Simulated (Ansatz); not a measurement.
**Sn: ideal shear of a crystal plane**

Level of theory: DFT PBEsol, scalar-relativistic, plane waves, PAW (Ansatz). Settings: plane waves to 420 eV, k-mesh 15×15×6 (Γ-centred), Gaussian smearing 0.15 eV. No spin polarisation. Energies are free energies at this smearing, counted from the undisturbed cell; pressure is positive in compression.

Reference structure (relaxed at this level):

```
CELL_PARAMETERS angstrom
3.27078 -3.27078 0.00000
3.27078 0.00000 -3.27078
6.54156 6.54156 6.54156
ATOMIC_POSITIONS crystal
Sn 0.66667 0.66667 0.54163
Sn 0.00000 0.00000 0.20830
Sn 0.33333 0.33333 0.87497
Sn 0.66667 0.66667 0.79163
Sn 0.00000 0.00000 0.45830
Sn 0.33333 0.33333 0.12497
```

The cut lies on the cell's a–b face, a (1 1 1) plane (indices in the standard cell, whose axes needn't be the Cartesian ones shown) of area 18.53 Å², between layers 2.83 Å apart. Vector c is tilted by f times 1·a + 1·b (length 8.012 Å) with the atoms' Cartesian places fixed: one unrelaxed fault a cell. The traction is dγ/du, the slope of γ against the slip u in Å.

```
     f  γ (mJ/m²) traction (GPa)
0.0000          0             0.0
0.1667        364             5.5
0.3333        875             0.0
0.5000        703            -0.6
0.6667        758             0.0
0.8333        342            -4.9
```

Question: Read off the first barrier and the stress needed to climb it, and compare with Frenkel's sinusoid.

Answer: The first sampled maximum lies at f = 0.333, a slip of 2.67 Å, with γ ≈ 875 mJ/m², which stands in for the unstable fault energy γ_us, and the steepest sampled slope before it is 5.5 GPa. A sinusoid γ = γ_us sin²(πu/λ) with its maximum there has λ = 5.34 Å and a largest slope πγ_us/λ = 5.1 GPa (1 mJ/m² per Å = 0.01 GPa). The stand-in is too high: a rotation axis of order three or more passes through this point, so the curvature is the same in every direction of the plane and the point is a peak of the γ-surface, which slip goes round.

Question: Is there a metastable fault on this line?

Answer: The samples dip to a local minimum of 703 mJ/m² at f = 0.500. It lies off the rotation axes, between two maxima that lie on them, so it is most likely the pass between two peaks of the γ-surface: a saddle for slip across the line, a better estimate of γ_us, and no metastable fault.

The cut is rigid; relaxing the faces lowers these energies and usually the stresses.

In a metal these slopes depend on the k mesh and the smearing.

Cost: 6 runs of about 16 core-minutes in all, on Intel Xeon Platinum 8375C (Ice Lake) (shared hosts).